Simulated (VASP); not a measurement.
**EuO: relaxation of cell and atoms with PBE**

EuO:

```xyz
2
Lattice="0.0000 2.5720 2.5720 2.5720 0.0000 2.5720 2.5720 2.5720 0.0000" Properties=species:S:1:pos:R:3 pbc="T T T"
Eu    0.0000    0.0000    0.0000
O     2.5720    2.5720    2.5720
```

```json
{"Program": "VASP 6.6.1", "Task": "relaxation of cell and atoms", "Functional": "PBE", "Potentials or basis": "VASP PAW PBE potentials, release 64 (Eu, O)", "Cutoff": "600 eV", "k mesh": "12 × 12 × 12", "Occupations": "methfessel-paxton, width 0.1 eV", "Spin": "collinear spin, ferromagnetic start", "Starting moments": "[7.0, 0.0] μB", "Further INCAR settings": "ALGO = Normal; EDIFF = 1e-06; AMIX = 0.2; BMIX = 0.0001; IBRION = 2; EDIFFG = -0.01; NSW = 90; ISIF = 3"}
```

* Relaxed volume: 16.17 Å³/atom
* Relaxed cell: a = 3.576 Å, b = 3.576 Å, c = 3.576 Å, α = 60.00°, β = 60.00°, γ = 60.00°
* Space group after relaxing (to 0.05 Å): Fm-3m (No. 225)
* Energy gained by relaxing: 12.6 meV/atom
* Ionic steps: 9
* Pressure after relaxing: -0.1 GPa
* Band gap on the k mesh: none (metal or under the smearing width)
* Net moment: 6.96 μB per cell
* Site moments: Eu +6.58; O -0.10 μB
* Valence electrons inside the program's atomic spheres: Eu 14.83; O 4.96

Step by step:
```tsv
step	energy change (eV)	largest force (eV/Å)	pressure (GPa)	volume (Å³)
1	0.0000	0.0000	-4.42	34.03
2	-0.0223	0.0000	1.76	31.77
3	-0.0253	0.0000	0.11	32.30
4	-0.0252	0.0000	-0.17	32.35
5	-0.0252	0.0000	-0.24	32.34
6	-0.0253	0.0000	-0.28	32.33
7	-0.0253	0.0000	-0.16	32.33
8	-0.0253	0.0000	-0.10	32.33
9	-0.0253	0.0000	-0.08	32.33
```

Final structure:
```
CELL_PARAMETERS angstrom
0.00000 2.52858 2.52858
2.52858 0.00000 2.52858
2.52858 2.52858 0.00000
ATOMIC_POSITIONS crystal
Eu 0.00000 0.00000 0.00000
O 0.50000 0.50000 0.50000
```

Levels at points of the mesh, in eV from the Fermi level:
Spin up:
| k point | band 11 | band 12 | band 13 | band 14 | band 15 | band 16 | band 17 | band 18 | band 19 |
| --- | --- | --- | --- | --- | --- | --- | --- | --- | --- |
| (0.00, 0.00, 0.00) | -0.24 | -0.24 | -0.19 | 0.09 | 0.09 | 0.09 | 1.60 | 1.60 | 1.60 |
| (0.50, 0.00, 0.00) | -0.51 | -0.28 | -0.28 | -0.27 | -0.23 | 2.32 | 4.51 | 4.51 | 5.04 |
| (0.50, 0.50, 0.00) | -0.41 | -0.37 | -0.37 | -0.29 | -0.02 | -0.02 | 3.66 | 5.93 | 6.87 |
Spin down:
| k point | band 6 | band 7 | band 8 | band 9 | band 10 | band 11 |
| --- | --- | --- | --- | --- | --- | --- |
| (0.00, 0.00, 0.00) | -3.93 | -3.93 | -3.93 | 0.94 | 2.73 | 2.73 |
| (0.50, 0.00, 0.00) | -5.99 | -5.08 | -5.08 | 3.16 | 3.68 | 4.11 |
| (0.50, 0.50, 0.00) | -3.85 | -3.83 | -3.83 | -0.37 | 4.16 | 4.24 |

Wall time 8.1 min on 1 thread of Intel(R) Xeon(R) Platinum 8488C (Sapphire Rapids), with other jobs on the host, peak memory 0.28 GiB.

Caveat: spin-orbit coupling is left out, which moves the levels of the heavy elements; a cell with one magnetic atom can't hold antiferromagnetic order, which such compounds often take; without U or exact exchange the open f shell lies at the Fermi level, which spoils levels, moments and volumes. The state reached can hang on the start; a lower one may exist.
